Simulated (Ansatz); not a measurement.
# Copper, simple cubic under LDA: structure, energy and stiffness

What does LDA give for copper in the simple cubic structure? We relax it, solve it on a dense k-mesh, switch on spin-orbit coupling, then scale the cell to 7 volumes from 88 to 112 % of the relaxed one and try a fit of the equation of state. The k-meshes are 13×13×13 for the relaxation; 22×22×22 for the dense run; 13×13×13 for spin-orbit coupling; 15×15×15 for the volumes.

This is Cu in the simple cubic structure; at room conditions it is fcc.

Computed with Ansatz 0.2.0 (DFT LDA (PW92), plane waves (420 eV) with PAW, scalar-relativistic; PBE-made PAW files, unless a step says otherwise).

**1. The system as given**

It takes space group Pm-3m (No. 221, cubic). Conventional cell: a = 2.336 Å, b = 2.336 Å, c = 2.336 Å, α = 90.00°, β = 90.00°, γ = 90.00°. Around Cu (site symmetry m-3m) lie 6 Cu at 2.34 Å.

As a file:

```
Cu
1.0
     2.33646    0.00000    0.00000
     0.00000    2.33646    0.00000
     0.00000    0.00000    2.33646
Cu
1
Cartesian
  0.0000 0.0000 0.0000
```

**2. Relaxing cell and atoms**

The input, input.yaml:

```yaml
crystal:
  lattice:
    - [2.3364585681, 0.0, 0.0]
    - [0.0, 2.3364585681, 0.0]
    - [0.0, 0.0, 2.3364585681]
  atoms:
    - { symbol: Cu, position: [0.0, 0.0, 0.0] }
hamiltonian:
  xc: lda
  pseudopotentials:
    kind: paw
    azcp:
      Cu: "pseudopotentials/Cu.paw.azcp"
basis:
  ecutwfc: 420
  fft_grid_basis: typed
kpoints:
  mp_grid: { grid: [13, 13, 13], shift: [0, 0, 0] }
magnetization:
  spin_polarized: false
scf:
  occupations: { method: fermi_dirac, width: 0.1 }
relax:
  max_steps: 60
  f_tol: 0.01
  cell: {}
```

Output, cut to the lines that bear on the results:

```text
Warning: <dir> the record states the generating functional pbe (its physics header spells it `PBE`), which answers neither for hamiltonian.xc's functional nor for the lda family's — results may be inconsistent (PPs are generated against a specific XC)
Warning: RAYON_NUM_THREADS=2 ignored (pool sized by the plan → 2); use --threads N
[...]
Pseudopotentials: kind: paw
Pseudopotential: Cu, paw, valence charge 19, recommended cutoff 420 eV (normal), <dir>
Functional definition: SPW92
[...]
Crystal: 1 atoms, lattice volume = 12.755 Å³
Basis set: ecut = 420 eV, 251 PW (Γ)
Bands: 14, of which v1, the nominal top of the filled ones, is band 10 counted from 1 (9 counted from 0)
Symmetry: 48 space group operations
Space group: Pm-3m (ITA 221), of the structure as read, at distance tolerance 2.3e-5 Å
k-points: 84 of 2197
[...]
SCF iter   1: F=—  HF=-6555.190107 eV  |F-HF|=—  |Δ(HF+E_count)|=         —  Δρ=2.07e-2  dr2=2.34e-2  ethr=1.77e-3  ⟨swp⟩=5.4  Hψ=5968  notcnv=0
[...]
relax step   1: F+E_penalty+E_count = -6555.18393844 eV  Δ(F+E_penalty+E_count) = +0.000e0 eV  max|allowed force component| = 0.000e0 eV/Å  Δτ_max = 0.0000 Å  P = -1.659 GPa  Ω = 12.755 Å³  (6 SCF iters, dr2 threshold 1.00e-7 eV, accepted)
[...]
relax step   3: F+E_penalty+E_count = -6555.18484277 eV  Δ(F+E_penalty+E_count) = -2.833e-4 eV  max|allowed force component| = 0.000e0 eV/Å  Δτ_max = 0.0000 Å  P = +0.022 GPa  Ω = 12.598 Å³  energy of the carried Pulay correction = +9.191e-5 eV  (6 SCF iters, dr2 threshold 1.00e-7 eV, accepted)
[...]
relax step   4: F+E_penalty+E_count = -6555.18475284 eV  Δ(F+E_penalty+E_count) = +8.993e-5 eV  max|allowed force component| = 0.000e0 eV/Å  Δτ_max = 0.0000 Å  P = +0.021 GPa  Ω = 12.598 Å³  stress off target by 2.13e-2 GPa  SCF on the basis re-selected at this cell (its energy is not [...]
SCF converged after 8 iterations
Free energy (F): -6555.184753 eV
[...]
E sigma→0 (E₀):  -6555.179145 eV
Entropy (-TS):   -0.011216 eV (-11.216 meV/atom)
Fermi energy:    14.771886 eV
[...]
--- Forces (eV/Å), atoms counted from 1 ---
  atom   1  Cu     0.00000000     0.00000000     0.00000000
[...]
--- Stress (GPa, compression-positive) ---
        0.021329       0.000000       0.000000
        0.000000       0.021329       0.000000
        0.000000       0.000000       0.021329
  P = ⅓ Tr σ = 0.0213 GPa (0.213 kbar)
--- Relaxed structure (3 steps of the walk, 3 accepted, 1 SCFs on fresh bases) ---
  F+E_penalty+E_count = -6555.18475284 eV   max|allowed force component| = 0.000e0 eV/Å   (the final SCF, on the basis selected at the relaxed cell)
  cell:  # Å, volume = 12.5978 Å³
    - [2.326830059923736, -5.055566104016494e-34, 0.0]
    - [-4.734577779951954e-34, 2.326830059923736, 0.0]
    - [0.0, 0.0, 2.326830059923736]
  atoms:
    - { symbol: Cu, position: [0.0, 0.0, 0.0] }
```

Run time: 2.2 s. Hardware: 2 threads of Arm Neoverse V1, shared host; peak memory 0.27 GiB.

The steps of the relaxation:

| step | energy change (meV/atom) | largest force (eV/Å) | pressure (GPa) | volume (Å³/atom) |
| --- | --- | --- | --- | --- |
| 1 | 0.00 | 0.0000 | -1.66 | 12.755 |
| 2 | -0.62 | 0.0000 | -0.90 | 12.682 |
| 3 | -0.90 | 0.0000 | 0.02 | 12.598 |
| 4 | -0.81 | 0.0000 | 0.02 | 12.598 |

Steps that repeat a cell are solved on a basis chosen anew, so their changes of energy are no gain of the relaxation.

The cell of the run, before and after:

|  | before | after | change |
| --- | --- | --- | --- |
| a (Å) | 2.336 | 2.327 | -0.4 % |
| b (Å) | 2.336 | 2.327 | -0.4 % |
| c (Å) | 2.336 | 2.327 | -0.4 % |
| volume (Å³/atom) | 12.755 | 12.598 | -1.2 % |
| shortest distance (Å) | 2.336 | 2.327 | -0.4 % |
| space group (spins left aside) | Pm-3m | Pm-3m | same |

**3. Single point on a dense mesh**

The input, input.yaml:

```yaml
crystal:
  lattice:
    - [2.3268300599, 0.0, 0.0]
    - [0.0, 2.3268300599, 0.0]
    - [0.0, 0.0, 2.3268300599]
  atoms:
    - { symbol: Cu, position: [0.0, 0.0, 0.0] }
hamiltonian:
  xc: lda
  pseudopotentials:
    kind: paw
    azcp:
      Cu: "pseudopotentials/Cu.paw.azcp"
basis:
  ecutwfc: 420
  fft_grid_basis: typed
kpoints:
  mp_grid: { grid: [22, 22, 22], shift: [0, 0, 0] }
magnetization:
  spin_polarized: false
scf:
  occupations: { method: fermi_dirac, width: 0.1 }
```

Output, cut to the lines that bear on the results:

```text
Warning: <dir> the record states the generating functional pbe (its physics header spells it `PBE`), which answers neither for hamiltonian.xc's functional nor for the lda family's — results may be inconsistent (PPs are generated against a specific XC)
Warning: RAYON_NUM_THREADS=2 ignored (pool sized by the plan → 2); use --threads N
[...]
[... 3 set-up lines as earlier in the session ...]
[...]
Crystal: 1 atoms, lattice volume = 12.598 Å³
Basis set: ecut = 420 eV, 251 PW (Γ)
Bands: 14, of which v1, the nominal top of the filled ones, is band 10 counted from 1 (9 counted from 0)
[... 2 set-up lines as earlier in the session ...]
k-points: 364 of 10648
[...]
SCF iter   1: F=—  HF=-6555.192812 eV  |F-HF|=—  |Δ(HF+E_count)|=         —  Δρ=2.04e-2  dr2=2.24e-2  ethr=1.77e-3  ⟨swp⟩=5.4  Hψ=25892  notcnv=0
[...]
SCF iter   6: F=-6555.186790 eV  HF=-6555.186790 eV  |F-HF|=9.09e-13  |Δ(HF+E_count)|=   1.29e-9  Δρ=2.27e-7  dr2=1.08e-12  ethr=1.78e-12  ⟨swp⟩=1.4  Hψ=15692  notcnv=0
[...]
SCF converged after 6 iterations
Free energy (F): -6555.186790 eV
[...]
E sigma→0 (E₀):  -6555.182592 eV
Entropy (-TS):   -0.008396 eV (-8.396 meV/atom)
Fermi energy:    14.787748 eV
[...]
```

Run time: 1.8 s. Hardware: 2 threads of Arm Neoverse V1, shared host; peak memory 0.32 GiB.

**4. Spin-orbit coupling switched on**

input.yaml: that of step 3 with these lines changed.

```diff
@@ -10,3 +10,3 @@
   pseudopotentials:
-    kind: paw
+    kind: paw_fr
     azcp:
@@ -17,5 +17,6 @@
 kpoints:
-  mp_grid: { grid: [22, 22, 22], shift: [0, 0, 0] }
+  mp_grid: { grid: [13, 13, 13], shift: [0, 0, 0] }
 magnetization:
-  spin_polarized: false
+  noncollinear: true
+  spin_orbit: true
 scf:
```

Output, cut to the lines that bear on the results:

```text
Warning: <dir> the record states the generating functional pbe (its physics header spells it `PBE`), which answers neither for hamiltonian.xc's functional nor for the lda family's — results may be inconsistent (PPs are generated against a specific XC)
Warning: RAYON_NUM_THREADS=2 ignored (pool sized by the plan → 2); use --threads N
[...]
Pseudopotentials: kind: paw_fr
Pseudopotential: Cu, paw_fr, valence charge 19, recommended cutoff 420 eV (normal), <dir>
[... 1 set-up line as earlier in the session ...]
[...]
non-collinear run that drives no moment, with spin-orbit: no starting moment large enough to seed its density (crystal.atoms[].spin), no starting occupations that ask for one, no magnetisation constraint and no magnetic field, so the semilocal B_xc is pinned to zero
Crystal: 1 atoms, lattice volume = 12.598 Å³
Basis set: ecut = 420 eV, 251 PW (Γ)
Bands: 28, of which v1, the nominal top of the filled ones, is band 19 counted from 1 (18 counted from 0)
Symmetry: 48 space group operations + 48 with time reversal
Magnetic group: BNS 221.93 (UNI 1595), of the structure as read, at distance tolerance 2.3e-5 Å
k-points: 84 of 2197
Projection manifold: j_resolved (fully-relativistic pseudo-atomic orbitals)
[...]
SCF iter   1: F=—  HF=-6556.528810 eV  |F-HF|=—  |Δ(HF+E_count)|=         —  Δρ=2.72e-1  dr2=5.57e0  dr2_m=0.00e0 (ungated)  ethr=3.10e-3  |M|=0.00e0 ∫|m|=0.00e0 μB  |m|>n=0.0e0 m-floor=0.0e0 τ_xc=0.0e0  β_m=0.30  ⟨swp⟩=6.0  Hψ=5520  notcnv=0  defer=38
[...]
SCF iter   8: F=-6555.536218 eV  HF=-6555.536218 eV  |F-HF|=2.62e-8  |Δ(HF+E_count)|=   2.36e-7  Δρ=1.91e-5  dr2=2.71e-8  dr2_m=0.00e0 (ungated)  ethr=5.26e-10  |M|=0.00e0 ∫|m|=0.00e0 μB  |m|>n=0.0e0 m-floor=0.0e0 τ_xc=0.0e0  ⟨swp⟩=1.8  Hψ=3192  notcnv=0
[...]
SCF converged after 8 iterations
Magnetization: |M| = 0.0000 μB,  M = (+0.0000, +0.0000, +0.0000) μB
Absolute magnetization: 0.0000 μB (∫|m|)
  site 0: m = (+0.0000, +0.0000, +0.0000) μB, |m| = 0.0000 μB  (R = 0.96 Å)
Free energy (F): -6555.536218 eV
[...]
E sigma→0 (E₀):  -6555.530605 eV
Entropy (-TS):   -0.011227 eV (-11.227 meV/atom)
Fermi energy:    14.775109 eV
[...]
```

Run time: 2.4 s. Hardware: 2 threads of Arm Neoverse V1, shared host; peak memory 0.33 GiB.

Side by side:

|  | scalar-relativistic | with spin-orbit coupling |
| --- | --- | --- |
| k-mesh | 22×22×22 | 13×13×13 |
| gap on the mesh | none (levels filled in part) | none (levels filled in part) |

The meshes differ, so small differences between the columns need not come from spin-orbit coupling.

**5. Volume × 0.88**

The input, input.yaml:

```yaml
crystal:
  lattice:
    - [2.2297639506, 0.0, 0.0]
    - [0.0, 2.2297639506, 0.0]
    - [0.0, 0.0, 2.2297639506]
  atoms:
    - { symbol: Cu, position: [0.0, 0.0, 0.0] }
hamiltonian:
  xc: lda
  pseudopotentials:
    kind: paw
    azcp:
      Cu: "pseudopotentials/Cu.paw.azcp"
basis:
  ecutwfc: 420
  fft_grid_basis: typed
kpoints:
  mp_grid: { grid: [15, 15, 15], shift: [0, 0, 0] }
magnetization:
  spin_polarized: false
scf:
  occupations: { method: fermi_dirac, width: 0.1 }
  lower_state_search: "off"
output:
  stress: true
```

Output, cut to the lines that bear on the results:

```text
Warning: <dir> the record states the generating functional pbe (its physics header spells it `PBE`), which answers neither for hamiltonian.xc's functional nor for the lda family's — results may be inconsistent (PPs are generated against a specific XC)
Warning: RAYON_NUM_THREADS=2 ignored (pool sized by the plan → 2); use --threads N
[...]
[... 3 set-up lines as earlier in the session ...]
[...]
Crystal: 1 atoms, lattice volume = 11.086 Å³
Basis set: ecut = 420 eV, 203 PW (Γ)
Bands: 14, of which v1, the nominal top of the filled ones, is band 10 counted from 1 (9 counted from 0)
[... 1 set-up line as earlier in the session ...]
Space group: Pm-3m (ITA 221), of the structure as read, at distance tolerance 2.2e-5 Å
k-points: 120 of 3375
[...]
SCF iter   1: F=—  HF=-6555.090551 eV  |F-HF|=—  |Δ(HF+E_count)|=         —  Δρ=1.89e-2  dr2=1.56e-2  ethr=1.77e-3  ⟨swp⟩=5.3  Hψ=8485  notcnv=0
[...]
SCF iter   6: F=-6555.085454 eV  HF=-6555.085454 eV  |F-HF|=2.79e-8  |Δ(HF+E_count)|=   2.58e-7  Δρ=3.36e-5  dr2=6.92e-8  ethr=5.26e-10  ⟨swp⟩=2.9  Hψ=6117  notcnv=0
[...]
SCF converged after 6 iterations
Free energy (F): -6555.085454 eV
[...]
E sigma→0 (E₀):  -6555.082143 eV
Entropy (-TS):   -0.006621 eV (-6.621 meV/atom)
Fermi energy:    17.519774 eV
[...]
--- Stress (GPa, compression-positive) ---
       24.598911       0.000000       0.000000
       -0.000000      24.598911       0.000000
        0.000000       0.000000      24.598911
  P = ⅓ Tr σ = 24.5989 GPa (245.989 kbar)
```

Run time: 0.8 s. Hardware: 2 threads of Arm Neoverse V1, shared host; peak memory 0.26 GiB.

**6. Volume × 0.92**

input.yaml: that of step 5 with these lines changed.

```diff
@@ -2,5 +2,5 @@
   lattice:
-    - [2.2297639506, 0.0, 0.0]
-    - [0.0, 2.2297639506, 0.0]
-    - [0.0, 0.0, 2.2297639506]
+    - [2.2630489168, 0.0, 0.0]
+    - [0.0, 2.2630489168, 0.0]
+    - [0.0, 0.0, 2.2630489168]
   atoms:
```

Output, cut to the lines that bear on the results:

```text
Warning: <dir> the record states the generating functional pbe (its physics header spells it `PBE`), which answers neither for hamiltonian.xc's functional nor for the lda family's — results may be inconsistent (PPs are generated against a specific XC)
Warning: RAYON_NUM_THREADS=2 ignored (pool sized by the plan → 2); use --threads N
[...]
[... 3 set-up lines as earlier in the session ...]
[...]
Crystal: 1 atoms, lattice volume = 11.590 Å³
Basis set: ecut = 420 eV, 251 PW (Γ)
Bands: 14, of which v1, the nominal top of the filled ones, is band 10 counted from 1 (9 counted from 0)
[... 2 set-up lines as earlier in the session ...]
k-points: 120 of 3375
[...]
SCF iter   1: F=—  HF=-6555.151468 eV  |F-HF|=—  |Δ(HF+E_count)|=         —  Δρ=1.94e-2  dr2=1.76e-2  ethr=1.77e-3  ⟨swp⟩=5.3  Hψ=8522  notcnv=0
[...]
SCF iter   6: F=-6555.146110 eV  HF=-6555.146110 eV  |F-HF|=4.55e-12  |Δ(HF+E_count)|=  3.52e-10  Δρ=3.46e-7  dr2=3.25e-12  ethr=2.66e-12  ⟨swp⟩=1.6  Hψ=5053  notcnv=0
[...]
SCF converged after 6 iterations
Free energy (F): -6555.146110 eV
[...]
E sigma→0 (E₀):  -6555.142735 eV
Entropy (-TS):   -0.006749 eV (-6.749 meV/atom)
Fermi energy:    16.518774 eV
[...]
--- Stress (GPa, compression-positive) ---
       14.382067       0.000000       0.000000
       -0.000000      14.382067       0.000000
        0.000000       0.000000      14.382067
  P = ⅓ Tr σ = 14.3821 GPa (143.821 kbar)
```

Wall time 0.81 s (2 threads of Arm Neoverse V1, shared host); peak memory 0.26 GiB.

**7. Volume × 0.96**

input.yaml: that of step 6 with these lines changed.

```diff
@@ -2,5 +2,5 @@
   lattice:
-    - [2.2630489168, 0.0, 0.0]
-    - [0.0, 2.2630489168, 0.0]
-    - [0.0, 0.0, 2.2630489168]
+    - [2.2953825555, 0.0, 0.0]
+    - [0.0, 2.2953825555, 0.0]
+    - [0.0, 0.0, 2.2953825555]
   atoms:
@@ -25 +25,5 @@
   stress: true
+  write_density: true
+  write_potential: true
+  elf: true
+  volumetric_format: npy
```

Output, cut to the lines that bear on the results:

```text
Warning: <dir> the record states the generating functional pbe (its physics header spells it `PBE`), which answers neither for hamiltonian.xc's functional nor for the lda family's — results may be inconsistent (PPs are generated against a specific XC)
Warning: RAYON_NUM_THREADS=2 ignored (pool sized by the plan → 2); use --threads N
[...]
[... 3 set-up lines as earlier in the session ...]
[...]
Crystal: 1 atoms, lattice volume = 12.094 Å³
Basis set: ecut = 420 eV, 251 PW (Γ)
Bands: 14, of which v1, the nominal top of the filled ones, is band 10 counted from 1 (9 counted from 0)
[... 2 set-up lines as earlier in the session ...]
k-points: 120 of 3375
[...]
SCF iter   1: F=—  HF=-6555.183871 eV  |F-HF|=—  |Δ(HF+E_count)|=         —  Δρ=2.00e-2  dr2=2.00e-2  ethr=1.77e-3  ⟨swp⟩=5.3  Hψ=8511  notcnv=0
[...]
SCF iter   6: F=-6555.178185 eV  HF=-6555.178185 eV  |F-HF|=7.28e-12  |Δ(HF+E_count)|=  2.47e-10  Δρ=3.35e-7  dr2=3.87e-12  ethr=1.91e-12  ⟨swp⟩=5.0  Hψ=8602  notcnv=0
[...]
SCF converged after 6 iterations
Free energy (F): -6555.178185 eV
[...]
E sigma→0 (E₀):  -6555.174698 eV
Entropy (-TS):   -0.006974 eV (-6.974 meV/atom)
Fermi energy:    15.604094 eV
[...]
--- Stress (GPa, compression-positive) ---
        6.328052       0.000000       0.000000
        0.000000       6.328052       0.000000
        0.000000       0.000000       6.328052
  P = ⅓ Tr σ = 6.3281 GPa (63.281 kbar)
--- Band table (eV; the first three rows and the last of 120) ---
  k-point 0: bands = ["-95.9653", "-53.6815", "-53.6815", "-53.6815", "6.6447", "11.2016", "11.2016", "14.3322", "14.3322", "14.3322", "34.6169", "34.6169", "34.6169", "38.4111"]
[...]
```

Wall time 1 s (2 threads of Arm Neoverse V1, shared host); peak memory 0.27 GiB.

Density in a lattice plane of the grid's cell (edges 2.30 and 2.30 Å, at 0.000 of the third edge), which holds Cu.

Ten even steps from ' ' (0.17 e/Å³) to '@' (70.00 e/Å³):
```
%%**++--::..                          ..::--++**
**++==--....                          ....--==++
--::::....                              ....::::
......                                      ....
                                                
                                                
                                                
                                                
                                                
                                                
                                                
                                                
                                                
                                                
                                                
......                                      ....
--::::....                              ....::::
**++==--....                          ....--==++
%%**++--::..                          ..::--++**
@@%%**==::..                          ..::==**%%
```
Columns run along the first of these edges and rows up along the second, over one cell in 24 and 20 even steps from the bottom left corner. Atoms in the plane (fractional): Cu at (0.00, 0.00).

ELF in the same plane.

Values, 12 rows by 12 columns:
```
0.86 0.76 0.47 0.25 0.20 0.19 0.21 0.19 0.20 0.25 0.47 0.76
0.55 0.47 0.31 0.22 0.19 0.19 0.22 0.19 0.19 0.22 0.31 0.47
0.27 0.25 0.22 0.19 0.18 0.20 0.23 0.20 0.18 0.19 0.22 0.25
0.20 0.20 0.19 0.18 0.18 0.21 0.24 0.21 0.18 0.18 0.19 0.20
0.19 0.19 0.19 0.20 0.21 0.23 0.24 0.23 0.21 0.20 0.19 0.19
0.21 0.21 0.22 0.23 0.24 0.24 0.23 0.24 0.24 0.23 0.22 0.21
0.19 0.19 0.19 0.20 0.21 0.23 0.24 0.23 0.21 0.20 0.19 0.19
0.20 0.20 0.19 0.18 0.18 0.21 0.24 0.21 0.18 0.18 0.19 0.20
0.27 0.25 0.22 0.19 0.18 0.20 0.23 0.20 0.18 0.19 0.22 0.25
0.55 0.47 0.31 0.22 0.19 0.19 0.22 0.19 0.19 0.22 0.31 0.47
0.86 0.76 0.47 0.25 0.20 0.19 0.21 0.19 0.20 0.25 0.47 0.76
0.93 0.86 0.55 0.27 0.20 0.19 0.21 0.19 0.20 0.27 0.55 0.86
```
Columns run along the first of these edges and rows up along the second, over one cell in 12 and 12 even steps from the bottom left corner. Atoms in the plane (fractional): Cu at (0.00, 0.00).

Both are smooth fields of the valence electrons: close to the nuclei they are not physical.

**8. Volume × 1.0**

input.yaml: that of step 7 with these lines changed.

```diff
@@ -2,5 +2,5 @@
   lattice:
-    - [2.2953825555, 0.0, 0.0]
-    - [0.0, 2.2953825555, 0.0]
-    - [0.0, 0.0, 2.2953825555]
+    - [2.3268300599, 0.0, 0.0]
+    - [0.0, 2.3268300599, 0.0]
+    - [0.0, 0.0, 2.3268300599]
   atoms:
@@ -25,5 +25 @@
   stress: true
-  write_density: true
-  write_potential: true
-  elf: true
-  volumetric_format: npy
```

Output, cut to the lines that bear on the results:

```text
Warning: <dir> the record states the generating functional pbe (its physics header spells it `PBE`), which answers neither for hamiltonian.xc's functional nor for the lda family's — results may be inconsistent (PPs are generated against a specific XC)
Warning: RAYON_NUM_THREADS=2 ignored (pool sized by the plan → 2); use --threads N
[...]
[... 3 set-up lines as earlier in the session ...]
[...]
Crystal: 1 atoms, lattice volume = 12.598 Å³
Basis set: ecut = 420 eV, 251 PW (Γ)
Bands: 14, of which v1, the nominal top of the filled ones, is band 10 counted from 1 (9 counted from 0)
[... 2 set-up lines as earlier in the session ...]
k-points: 120 of 3375
[...]
SCF iter   1: F=—  HF=-6555.193700 eV  |F-HF|=—  |Δ(HF+E_count)|=         —  Δρ=2.04e-2  dr2=2.22e-2  ethr=1.77e-3  ⟨swp⟩=5.4  Hψ=8538  notcnv=0
[...]
SCF iter   6: F=-6555.187706 eV  HF=-6555.187706 eV  |F-HF|=9.09e-13  |Δ(HF+E_count)|=  5.46e-12  Δρ=3.31e-7  dr2=2.69e-12  ethr=1.41e-12  ⟨swp⟩=1.5  Hψ=5214  notcnv=0
[...]
SCF converged after 6 iterations
Free energy (F): -6555.187706 eV
[...]
E sigma→0 (E₀):  -6555.184068 eV
Entropy (-TS):   -0.007276 eV (-7.276 meV/atom)
Fermi energy:    14.765674 eV
[...]
--- Stress (GPa, compression-positive) ---
       -0.019563      -0.000000       0.000000
        0.000000      -0.019563       0.000000
        0.000000       0.000000      -0.019563
  P = ⅓ Tr σ = -0.0196 GPa (-0.196 kbar)
```

Wall time 0.81 s (2 threads of Arm Neoverse V1, shared host); peak memory 0.27 GiB.

[end of part 1 of 2]
